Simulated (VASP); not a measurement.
Here is a VASP 6.6.1 calculation.

Contents of run.py:

```python
from ase import Atoms
from ase.calculators.vasp import Vasp
from ase.dft.bandgap import bandgap

atoms = Atoms(
    ['In', 'In'],
    cell=[[3.335484782, 0.0, 0.0], [-1.667742391, 2.8886145552, 0.0], [0.0, 0.0, 5.50914292]],
    scaled_positions=[[0.6666666667, 0.3333333333, 0.75], [0.3333333333, 0.6666666667, 0.25]],
    pbc=True,
)
calc = Vasp(
    directory='calc',
    xc='pbesol',
    pp='PBE',
    setups='gw',
    prec='Accurate',
    encut=550,
    ediff=1e-06,
    ismear=0,
    sigma=0.02,
    lreal=False,
    lasph=True,
    nelm=100,
    algo='Normal',
    isif=2,
    lwave=False,
    lcharg=False,
    kpts=[9, 9, 5],
    gamma=True,
)
atoms.calc = calc

print('energy (eV):', atoms.get_potential_energy())
print('free energy (eV):', atoms.get_potential_energy(force_consistent=True))
print('forces (eV/A):')
print(atoms.get_forces())
print('stress (eV/A^3, Voigt):', atoms.get_stress())
print('Fermi level (eV):', calc.get_fermi_level())
gap, top, bottom = bandgap(calc)
print('band gap (eV):', gap, 'from (spin, k, band)', top, 'to', bottom)
```

Potentials or basis: VASP PAW PBE potentials, release 64 (In_d_GW).

Run with:

```console
$ python run.py
```

What does it give for the pressure?

-1.7 GPa.

Estimate the band gap on the k mesh.

none (metal or under the smearing width).

Stress tensor (GPa, compression positive):
```
-1.15  0.00  0.00
 0.00 -1.15  0.00
 0.00  0.00 -2.70
```

Caveat: the PAW data sets were made with another functional, which shifts forces and pressure a little.
